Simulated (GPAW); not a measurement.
Here is a GPAW 26.7.0 calculation.

File run.py:

```python
import numpy as np
from ase.dft.bandgap import bandgap
from ase.io import read, write
from gpaw import GPAW, PW
from gpaw.response.df import DielectricFunction

atoms = read('POSCAR')

calc = GPAW(mode=PW(400),
            xc='LDA',
            kpts={'size': (6, 6, 6), 'gamma': True},
            occupations={'name': 'fermi-dirac', 'width': 0.001},
            nbands=18,
            convergence={'density': 1e-06},
            maxiter=150,
            txt='gpaw.txt')
atoms.calc = calc
energy = atoms.get_potential_energy()
calc.write('gs.gpw')
write('result.traj', atoms)
print(f'Energy: {energy:.6f} eV')
print('Fermi level:', round(calc.get_fermi_level(), 4), 'eV')
print(f'Gap: {bandgap(calc)[0]:.4f} eV, direct: {bandgap(calc, direct=True)[0]:.4f} eV')

for size in [(20, 20, 20)]:
    name = 'x'.join(str(n) for n in size)
    dense = calc.fixed_density(kpts={'size': size, 'gamma': True},
                               nbands=35, convergence={'bands': 29, 'eigenstates': 1e-7},
                               update_fermi_level=True, txt=f'dense-{name}.txt')
    dense.write(f'{name}.gpw', mode='all')
    df = DielectricFunction(f'{name}.gpw', frequencies=np.array([0.0]), hilbert=False, eta=0.001,
                            ecut=80, nbands=29, intraband=False, txt=f'df-{name}.txt')
    for xc in ['RPA']:
        for direction in ['x', 'y', 'z', [0, 1, 1], [1, 0, 1], [1, 1, 0]]:
            e0, e = df.get_macroscopic_dielectric_constant(xc=xc, direction=direction)
            print(f'{name} {xc} {direction}: {e0:.4f} without, {e:.4f} with local fields')
```

The input POSCAR:

```
CdS
1.0
    0.0000000000      2.9737007966      2.9737007966
    2.9737007966      0.0000000000      2.9737007966
    2.9737007966      2.9737007966      0.0000000000
Cd S
1 1
Direct
    0.0000000000      0.0000000000      0.0000000000
    0.7500000000      0.7500000000      0.7500000000
```

Potentials or basis: the program's PAW data sets (release 1.2.1) made for this functional, pw.

Run with:

```console
$ OMP_NUM_THREADS=1 python run.py
```

Task: Predict the electronic dielectric tensor (diagonal).

Result: 6.69.

Task: Predict the band gap on the k mesh.

Result: 0.72 eV, direct.

Electronic dielectric tensor:
```
6.69 0.00 0.00
0.00 6.69 0.00
0.00 0.00 6.69
```

Caveat: the long-wavelength limit can be off by several per cent where d states take part. A k mesh can miss the band edges.
